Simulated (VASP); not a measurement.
# Si (Fd-3m) in VASP: band structure with r2SCAN

Aim: the band structure of Si with r2SCAN.

Everything below comes from runs of VASP 6.6.1. Logs are shortened: lines on timing, memory, paths and dates and some standing lists are left out, and cuts for length are marked.

### Step 1. The structure

The structure is cubic, space group Fd-3m (No. 227). Conventional cell: a = 5.440 Å, b = 5.440 Å, c = 5.440 Å, α = 90.00°, β = 90.00°, γ = 90.00°. Si (site symmetry -43m) has 4 Si at 2.36 Å as nearest neighbours.

The cell was built by a generator and needn't be a form met in nature.

### Step 2. Band structure, r2SCAN

Input file INCAR:

```
  PREC = Accurate
  ENCUT = 520
  EDIFF = 1E-7
  ISMEAR = 0
  SIGMA = 0.02
  LREAL = False
  LASPH = True
  NELM = 80
  ALGO = Normal
  ISIF = 2
  LWAVE = False
  LCHARG = False
  METAGGA = R2SCAN
  LMIXTAU = True
  NBANDS = 11
```

Input file KPOINTS:

```
Automatic mesh
0
Gamma
  10 10 10
```

Input file POSCAR:

```
Si                                      
1.0
    0.0000000000      2.7200000000      2.7200000000
    2.7200000000      0.0000000000      2.7200000000
    2.7200000000      2.7200000000      0.0000000000
  Si            
     2
Direct
     0.0000000000000000    0.0000000000000000    0.0000000000000000
     0.2500000000000000    0.2500000000000000    0.2500000000000000
```

Input file KPOINTS_OPT:

```
path GXWKGLUWLK,UX
20
line-mode
reciprocal
 0.0000000000  0.0000000000  0.0000000000  G
 0.5000000000  0.0000000000  0.5000000000  X

 0.5000000000  0.0000000000  0.5000000000  X
 0.5000000000  0.2500000000  0.7500000000  W

 0.5000000000  0.2500000000  0.7500000000  W
 0.3750000000  0.3750000000  0.7500000000  K

 0.3750000000  0.3750000000  0.7500000000  K
 0.0000000000  0.0000000000  0.0000000000  G

 0.0000000000  0.0000000000  0.0000000000  G
 0.5000000000  0.5000000000  0.5000000000  L

 0.5000000000  0.5000000000  0.5000000000  L
 0.6250000000  0.2500000000  0.6250000000  U

 0.6250000000  0.2500000000  0.6250000000  U
 0.5000000000  0.2500000000  0.7500000000  W

 0.5000000000  0.2500000000  0.7500000000  W
 0.5000000000  0.5000000000  0.5000000000  L

 0.5000000000  0.5000000000  0.5000000000  L
 0.3750000000  0.3750000000  0.7500000000  K

 0.6250000000  0.2500000000  0.6250000000  U
 0.5000000000  0.0000000000  0.5000000000  X
```

Potentials or basis: VASP PAW PBE potentials, release 64 (Si).

Started as:

```console
$ cat potpaw_PBE.64/Si/POTCAR > POTCAR
$ mpirun -np 1 vasp_std > vasp.out
```

OUTCAR:

```text
PREC = Accurate
   ENCUT = 520
   EDIFF = 1E-7
   ISMEAR = 0
   LREAL = False
   LASPH = True
   NELM = 80
   ISIF = 2
   METAGGA = R2SCAN

 ion  position               nearest neighbor table
   1  0.000  0.000  0.000-   2 2.36   2 2.36   2 2.36   2 2.36
   2  0.250  0.250  0.250-   1 2.36   1 2.36   1 2.36   1 2.36

  LATTYP: Found a face centered cubic cell.
 ALAT       =     5.4400000000

  Lattice vectors:

 A1 = (   0.0000000000,   2.7200000000,   2.7200000000)
 A2 = (   2.7200000000,   0.0000000000,   2.7200000000)
 A3 = (   2.7200000000,   2.7200000000,   0.0000000000)

Analysis of symmetry for initial positions (statically):
=====================================================================
 Subroutine PRICEL returns:
 Original cell was already a primitive cell.

 Routine SETGRP: Setting up the symmetry group for a
 face centered cubic supercell.

 Subroutine GETGRP returns: Found 48 space group operations
 (whereof 24 operations were pure point group operations)
 out of a pool of 48 trial point group operations.

The static configuration has the point symmetry T_d .
 The point group associated with its full space group is O_h .

Analysis of symmetry for dynamics (positions and initial velocities):
=====================================================================
 Subroutine PRICEL returns:
 Original cell was already a primitive cell.

 Routine SETGRP: Setting up the symmetry group for a
 face centered cubic supercell.

 Subroutine GETGRP returns: Found 48 space group operations
 (whereof 24 operations were pure point group operations)
 out of a pool of 48 trial point group operations.

The dynamic configuration has the point symmetry T_d .
 The point group associated with its full space group is O_h .

 Subroutine INISYM returns: Found 48 space group operations
 (whereof 24 operations are pure point group operations),
 and found     1 'primitive' translations

----------------------------------------------------------------------------------------

                                     Primitive cell

  volume of cell :      40.2473

  direct lattice vectors                    reciprocal lattice vectors
     0.000000000  2.720000000  2.720000000    -0.183823529  0.183823529  0.183823529
     2.720000000  0.000000000  2.720000000     0.183823529 -0.183823529  0.183823529
     2.720000000  2.720000000  0.000000000     0.183823529  0.183823529 -0.183823529

  length of vectors
     3.846660890  3.846660890  3.846660890     0.318391693  0.318391693  0.318391693

  position of ions in fractional coordinates (direct lattice)
     0.000000000  0.000000000  0.000000000
     0.250000000  0.250000000  0.250000000

  ion indices of the primitive-cell ions
   primitive index   ion index
                 1           1
                 2           2

----------------------------------------------------------------------------------------

 KPOINTS: Automatic mesh

Automatic generation of k-mesh.
 Grid dimensions read from file:
 generate k-points for:   10   10   10

 Generating k-lattice:

  Cartesian coordinates                     Fractional coordinates (reciprocal lattice)
    -0.018382353  0.018382353  0.018382353     0.100000000  0.000000000  0.000000000
     0.018382353 -0.018382353  0.018382353     0.000000000  0.100000000  0.000000000
     0.018382353  0.018382353 -0.018382353     0.000000000  0.000000000  0.100000000

  Length of vectors
     0.031839169  0.031839169  0.031839169

  Shift w.r.t. Gamma in fractional coordinates (k-lattice)
     0.000000000  0.000000000  0.000000000

 Subroutine IBZKPT returns following result:
 ===========================================

 Found     47 irreducible k-points:

 Following reciprocal coordinates:
            Coordinates               Weight
  0.000000  0.000000  0.000000      1.000000
  0.100000  0.000000  0.000000      8.000000
  0.200000  0.000000  0.000000      8.000000
  0.300000  0.000000  0.000000      8.000000
  0.400000  0.000000  0.000000      8.000000
  0.500000  0.000000  0.000000      4.000000
[... 16 lines left out ...]
  0.300000  0.300000  0.000000      6.000000
  0.400000  0.300000  0.000000     24.000000
 [... further k-points ...]
   k-points           NKPTS =     47   k-points in BZ     NKDIM =     47   number of bands    NBANDS=     11
   number of dos      NEDOS =    301   number of ions     NIONS =      2
   total plane-waves  NPLWV =  27000
   dimension x,y,z NGX =    30 NGY =   30 NGZ =   30
   dimension x,y,z NGXF=    60 NGYF=   60 NGZF=   60
   ions per type =               2
   NGX,Y,Z   is equivalent  to a cutoff of  12.97, 12.97, 12.97 a.u.
   NGXF,Y,Z  is equivalent  to a cutoff of  25.93, 25.93, 25.93 a.u.
 SYSTEM =  unknown system
   PREC   = accura    normal or accurate (medium, high low for compatibility)
   ISTART =      0    job   : 0-new  1-cont  2-samecut
   ICHARG =      2    charge: 1-file 2-atom 10-const
   ISPIN  =      1    spin polarized calculation?
   LNONCOLLINEAR =      F non collinear calculations
   LSORBIT =      F    spin-orbit coupling
   LASPH  =      T    aspherical Exc in radial PAW
   ENCUT  =  520.0 eV  38.22 Ry    6.18 a.u.   7.15  7.15  7.15*2*pi/ulx,y,z
   NELM   =     80;   NELMIN=  2; NELMDL= -5     # of ELM steps
   EDIFF  = 0.1E-06   stopping-criterion for ELM
   LREAL  =      F    real-space projection
   EDIFFG = 0.1E-05   stopping-criterion for IOM
   NSW    =      0    number of steps for IOM
   IBRION =     -1    ionic relax: 0-MD 1-quasi-New 2-CG
   NFREE  =      0    steps in history (QN), initial steepest desc. (CG)
   ISIF   =      2    stress and relaxation
   ISYM   =      2    0-nonsym 1-usesym 2-fastsym
   POTIM  = 0.5000    time-step for ionic-motion
   TEBEG  =    0.0;   TEEND  =   0.0 temperature during run
   PSTRESS=    0.0 pullay stress
   NELECT =       8.0000    total number of electrons
   NUPDOWN=      -1.0000    fix difference up-down
   EMIN   =  10.00;   EMAX   =-10.00  energy-range for DOS
   EFERMI =   0.00;   METHOD = LEGACY
   ISMEAR =     0;   SIGMA  =   0.02  broadening in eV -4-tet -1-fermi 0-gaus
   EFERMI_NEDOS =   21; number of points for ismear=-14 and -15
   IALGO  =     38    algorithm
   IMIX   =      4    mixing-type and parameters
     AMIX     =   0.40;   BMIX     =  1.00
     AMIX_MAG =   1.60;   BMIX_MAG =  1.00
  volume/ion in A,a.u.               =      20.12       135.80
  Fermi-wavevector in a.u.,A,eV,Ry     =   0.955416  1.805475 12.419671  0.912820
  Thomas-Fermi vector in A             =   2.084252
   LORBIT       =      0    0 simple, 1 ext, 2 COOP (PROOUT), +10 PAW based schemes
   METAGGA = R2SCAN    functional components
   LHFCALC =     F    Hartree Fock is set to
   AEXX    =    0.0000 exact exchange contribution
   IVDW    =     0    specifies the selected vdW correction
   LEPSILON=     F    determine dielectric tensor
   LRPA    =     F    only Hartree local field effects (RPA)
 non-spin polarized calculation
 Gauss-broadening in eV      SIGMA  =   0.02
  energy-cutoff  :      520.00
  volume of cell :       40.25
 maximum number of plane-waves:      1106
 NGX is ok and might be reduce to    30
   NGX = 15   NGY = 15   NGZ = 15

 number of electron       8.0000001 magnetization

 Free energy of the ion-electron system (eV)
  ---------------------------------------------------
  ext. energy  EPLUGINS =         0.00000000
  ---------------------------------------------------
  free energy    TOTEN  =       -17.54990843 eV

  energy without entropy =      -17.54990843  energy(sigma->0) =      -17.54990843

 E-fermi :   5.8177     XC(G=0):  -9.8347

 val. band max:        5.6856495679   @ k =   0.0000   0.0000   0.0000
 cond. band min:       6.4747983581   @ k =   0.4000   0.4000   0.0000
 fundamental gap:      0.7891487902
 Fermi energy:         5.8176789481

 k-point     1 :       0.0000    0.0000    0.0000
  band No.  band energies     occupation
      1      -6.8041      2.00000
      2       5.6856      2.00000
      3       5.6856      2.00000
      4       5.6856      2.00000
      5       8.4417      0.00000
      6       8.4417      0.00000
      7       8.4417      0.00000
      8       9.6114      0.00000
      9      13.8099      0.00000
     10      13.8099      0.00000
     11      14.3657      0.00000

 k-point     2 :       0.1000    0.0000    0.0000
  band No.  band energies     occupation
      1      -6.6669      2.00000
      2       4.5203      2.00000
      3       5.4773      2.00000
      4       5.4773      2.00000
      5       8.5277      0.00000
      6       8.7496      0.00000
      7       8.7496      0.00000
      8      10.4942      0.00000
      9      13.4582      0.00000
     10      13.4582      0.00000
     11      14.9046      0.00000

 k-point     3 :       0.2000    0.0000    0.0000
  band No.  band energies     occupation
      1      -6.2619      2.00000
      2       2.5844      2.00000
      3       5.0753      2.00000
      4       5.0753      2.00000
      5       8.2212      0.00000
      6       9.2879      0.00000
      7       9.2879      0.00000
      8      12.3017      0.00000
      9      13.1513      0.00000
     10      13.1513      0.00000
     11      15.5433      0.00000

 k-point     4 :       0.3000    0.0000    0.0000
  band No.  band energies     occupation
      1      -5.6173      2.00000
      2       0.7168      2.00000
      3       4.7199      2.00000
      4       4.7199      2.00000
      5       7.8709      0.00000
      6       9.4731      0.00000
      7       9.4731      0.00000
      8      13.7375      0.00000
      9      13.7375      0.00000
     10      13.9304      0.00000
     11      15.3010      0.00000
[... 239 lines left out ...]
 k-point    22 :      -0.2000    0.2000    0.0000
  band No.  band energies     occupation
      1      -5.3907      2.00000
      2       1.0531      2.00000
      3       2.5751      2.00000
      4       4.7908      2.00000
      5       8.8802      0.00000
      6       9.9593      0.00000
      7      10.3464      0.00000
      8      11.9073      0.00000
      9      12.1874      0.00000
     10      17.1554      0.00000
     11      17.1951      0.00000

 k-point    23 :       0.3000    0.3000    0.0000
  band No.  band energies     occupation
      1      -5.1797      2.00000
      2       1.1243      2.00000
      3       3.3439      2.00000
      4       3.3439      2.00000
      5       6.7541      0.00000
      6       8.3904      0.00000
      7      12.7805      0.00000
      8      12.7805      0.00000
      9      15.5379      0.00000
     10      15.6514      0.00000
     11      18.9797      0.00000

 k-point    24 :       0.4000    0.3000    0.0000
  band No.  band energies     occupation
      1      -4.5370      2.00000
      2       0.0642      2.00000
      3       2.7067      2.00000
      4       3.1276      2.00000
      5       6.9512      0.00000
      6       8.2069      0.00000
      7      13.1326      0.00000
      8      13.2201      0.00000
      9      16.7372      0.00000
     10      17.2491      0.00000
     11      18.6292      0.00000

 [... further k-points ...]
[... 5 lines left out ...]
  --------------------------------------------------------------------------------------
  -------------------------------------------------------------------------------------
  Total       -0.0020361     -0.0020361     -0.0020361      0.0000000      0.0000000     -0.0000000
  in kB       -0.0810528     -0.0810528     -0.0810528      0.0000000      0.0000000     -0.0000000
  external PRESSURE =      -0.0810528 kB  Pullay stress =       0.0000000 kB

 VOLUME and BASIS-vectors are now :
 -----------------------------------------------------------------------------
  energy-cutoff  :      520.00
  volume of cell :       40.25
      direct lattice vectors                 reciprocal lattice vectors
     0.000000000  2.720000000  2.720000000    -0.183823529  0.183823529  0.183823529
     2.720000000  0.000000000  2.720000000     0.183823529 -0.183823529  0.183823529
     2.720000000  2.720000000  0.000000000     0.183823529  0.183823529 -0.183823529

 POSITION                                       TOTAL-FORCE (eV/Angst)
 -----------------------------------------------------------------------------------
      0.00000      0.00000      0.00000         0.000000      0.000000      0.000000
      1.36000      1.36000      1.36000        -0.000000     -0.000000     -0.000000
 -----------------------------------------------------------------------------------
    total drift:                               -0.000000     -0.000000     -0.000000

  FREE ENERGIE OF THE ION-ELECTRON SYSTEM (eV)
  ---------------------------------------------------
  free  energy   TOTEN  =       -17.5499084314 eV

  energy  without entropy=      -17.5499084314  energy(sigma->0) =      -17.54990843
```

It took 5.4 min on 1 thread of Intel Xeon Platinum 8375C at 2.90GHz (Ice Lake), shared host; peak memory 0.16 GiB.

What came out:

```
Free energy             : -17.5499 eV
Pressure                : 0.0 GPa
Band gap on the k mesh  : 0.79 eV, indirect (least direct gap 2.76 eV)
Band gap along the path : 0.78 eV, indirect (least direct gap 2.76 eV)
```

Levels at the corners of the path, in eV from the valence-band top:
```csv
point,band 1,band 2,band 3,band 4,band 5,band 6,band 7,band 8,band 9
Γ,-12.49,0.00,0.00,0.00,2.76,2.76,2.76,3.93,8.12
X,-8.14,-8.14,-3.00,-3.00,0.93,0.93,10.84,10.84,11.60
X,-8.14,-8.14,-3.00,-3.00,0.93,0.93,10.84,10.84,11.60
W,-7.97,-7.97,-4.00,-4.00,4.60,4.60,5.41,5.41,11.26
W,-7.97,-7.97,-4.00,-4.00,4.60,4.60,5.41,5.41,11.26
K,-8.58,-7.52,-4.47,-2.55,1.44,4.47,7.97,8.56,8.86
K,-8.58,-7.52,-4.47,-2.55,1.44,4.47,7.97,8.56,8.86
Γ,-12.49,0.00,0.00,0.00,2.76,2.76,2.76,3.93,8.12
Γ,-12.49,0.00,0.00,0.00,2.76,2.76,2.76,3.93,8.12
L,-10.05,-7.24,-1.27,-1.27,1.87,3.59,3.59,8.33,11.15
L,-10.05,-7.24,-1.27,-1.27,1.87,3.59,3.59,8.33,11.15
U,-8.58,-7.52,-4.47,-2.55,1.44,4.47,7.97,8.56,8.86
U,-8.58,-7.52,-4.47,-2.55,1.44,4.47,7.97,8.56,8.86
W,-7.97,-7.97,-4.00,-4.00,4.60,4.60,5.41,5.41,11.26
W,-7.97,-7.97,-4.00,-4.00,4.60,4.60,5.41,5.41,11.26
L,-10.05,-7.24,-1.27,-1.27,1.87,3.59,3.59,8.33,11.15
L,-10.05,-7.24,-1.27,-1.27,1.87,3.59,3.59,8.33,11.15
K,-8.58,-7.52,-4.47,-2.55,1.44,4.47,7.97,8.56,8.86
U,-8.58,-7.52,-4.47,-2.55,1.44,4.47,7.97,8.56,8.86
X,-8.14,-8.14,-3.00,-3.00,0.93,0.93,10.84,10.84,11.60
```

Caveat: the PAW data sets were made with another functional, which shifts forces and pressure a little. r2SCAN opens gaps a little over a GGA but as a rule still falls short of measured ones.
